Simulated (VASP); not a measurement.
Here is a VASP 6.6.1 calculation.

The input POSCAR:

```
ZrS2
1.0
    3.6913825498      0.0000000000      0.0000000000
   -1.8456912749      3.1968310632      0.0000000000
    0.0000000000      0.0000000000      6.0410770100
Zr S
1 2
Direct
    0.0000000000      0.0000000000      0.0000000000
    0.3333333333      0.6666666667      0.2379099700
    0.6666666667      0.3333333333      0.7620900300
```

The input INCAR.step1:

```
  PREC = Accurate
  ENCUT = 520
  EDIFF = 1E-5
  ISMEAR = 0
  SIGMA = 0.02
  LREAL = F
  LASPH = T
  NELM = 80
  ALGO = Normal
  ISIF = 2
  LWAVE = T
  NBANDS = 19
  GGA = PE
```

Contents of INCAR.step2:

```
  PREC = Accurate
  ENCUT = 520
  EDIFF = 1E-6
  ISMEAR = 0
  SIGMA = 0.02
  LREAL = F
  LASPH = T
  NELM = 80
  ALGO = Normal
  ISIF = 2
  LWAVE = F
  LCHARG = T
  GGA = PE
  LHFCALC = T
  HFSCREEN = 0.2
  PRECFOCK = Fast
  LELF = T
  LVHAR = T
  NBANDS = 19
  ISTART = 1
```

The input KPOINTS:

```
regular mesh
0
Gamma
  4 4 2
```

Potentials or basis: VASP PAW PBE potentials, release 64 (Zr_sv, S).

The run is started by

```bash
$ cat potpaw_PBE.64/Zr_sv/POTCAR potpaw_PBE.64/S/POTCAR > POTCAR
$ cp INCAR.step1 INCAR
$ mpirun -np 1 vasp_std > vasp.out
$ cp INCAR.step2 INCAR
$ mpirun -np 1 vasp_std > vasp.out
```

(1) What does it give for the band gap on the k mesh?

(2) Estimate the pressure.

(3) Predict the largest force.

## Answers

(1) 1.89 eV, indirect (least direct gap 2.54 eV).

(2) -0.6 GPa.

(3) 0.184 eV/Å.

Caveat: the k mesh is coarse (spacing up to 0.52 Å⁻¹), so the values aren't converged, least of all with exact exchange; the PAW data sets were made with another functional, which shifts forces and pressure a little; this functional lacks dispersion, which binds the layers, so the pressure and a relaxed spacing across them are unreliable.
